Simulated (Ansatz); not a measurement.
Input and command of a plane-wave DFT calculation in Ansatz:

```yaml
crystal:
  lattice:
    - [0.0, -3.2558862265, -3.2558862265]
    - [0.0, 3.2558862265, -3.2558862265]
    - [6.511772453, 0.0, 0.0]
  atoms:
    - { symbol: Hg, position: [0.498544855, 0.5053186543, 0.4969925364] }
    - { symbol: Hg, position: [-0.0014243132, -0.0101015248, 0.0112412099] }
    - { symbol: Te, position: [0.0142667342, 0.4904103604, 0.2450347214] }
    - { symbol: Te, position: [0.488612724, 0.01437251, 0.7467315323] }
basis:
  ecutwfc: 420
kpoints:
  mp_grid: { grid: [8, 8, 6] }
hamiltonian:
  xc: pbesol
scf:
  occupations: { method: gaussian, width: 0.15 }
output:
  forces: true
  stress: true
  eigenvalues: true
  write_density: true
  write_potential: true
  elf: true
  volumetric_format: npy
relax:
  adjacent_minimum: "off"
  f_tol: 0.01
  max_steps: 80
  cell: { stress_tol: 0.1 }
```

```bash
ansatz run input.yaml --threads 2 --pin off --max-ram 5120MiB --backend cpu --events-out ev --progress --plain --runs-dir out
```

Processor: Intel(R) Xeon(R) 6975P-C (Granite Rapids), 2 threads, on a host shared with other jobs.

Task: How long does it run, and how much memory does it take?

Result: About 2.3 min on 2 threads of Intel(R) Xeon(R) 6975P-C (Granite Rapids), on a shared host, peak memory 1.1 GiB. It solves 44 bands at 196 k points (the mesh reduced by symmetry) with about 2725 plane waves (on the last cell), in 30 SCF iterations over 5 ionic steps.
